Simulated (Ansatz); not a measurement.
# Convergence test, Al₂Ru

All numbers below come from Ansatz 0.2.0, DFT PBEsol, scalar-relativistic, plane waves, PAW.

```
CELL_PARAMETERS angstrom
-1.56042 1.56042 4.22181
1.56042 -1.56042 4.22181
1.56042 1.56042 -4.22181
ATOMIC_POSITIONS crystal
Al 0.65920 0.65920 0.00000
Al 0.34080 0.34080 0.00000
Ru 0.00000 0.00000 0.00000
```

The plane-wave cutoff is 420 eV, the Γ-centred k-mesh is 9×9×9 and the spin treatment is unpolarised.

The atoms stay fixed while the smearing width on a coarse mesh is varied. ΔE is the energy extrapolated to zero smearing, less that of the reference run (18×18×18 Γ-centred mesh, Gaussian smearing 0.1 eV). The cell isn't necessarily relaxed at this level. Pressure is positive in compression.

```
rule, width (eV)  ΔE (meV/atom)  ΔF, free energy (meV/atom) P (GPa) largest change of a force component (eV/Å)
   Gaussian 0.01          -0.60                       -0.40    -0.43                                       0.007
   Gaussian 0.05          -0.64                       -0.49    -0.43                                       0.007
    Gaussian 0.1          -0.67                       -0.62    -0.43                                       0.007
    Gaussian 0.2              ?                           ?        ?                                           ?
    Gaussian 0.4           1.65                       -4.93    -0.30                                       0.046
```

(1) Fill in the withheld rows.

Answers

(1) The withheld rows:

| rule, width (eV) | ΔE (meV/atom) | ΔF, free energy (meV/atom) | P (GPa) | largest change of a force component (eV/Å) |
| --- | --- | --- | --- | --- |
| Gaussian 0.2 | -0.61 | -1.06 | -0.41 | 0.010 |

Cost: 5 runs of about 0.14 core-minutes in all, on Intel Xeon 6975P-C (Granite Rapids) (shared hosts).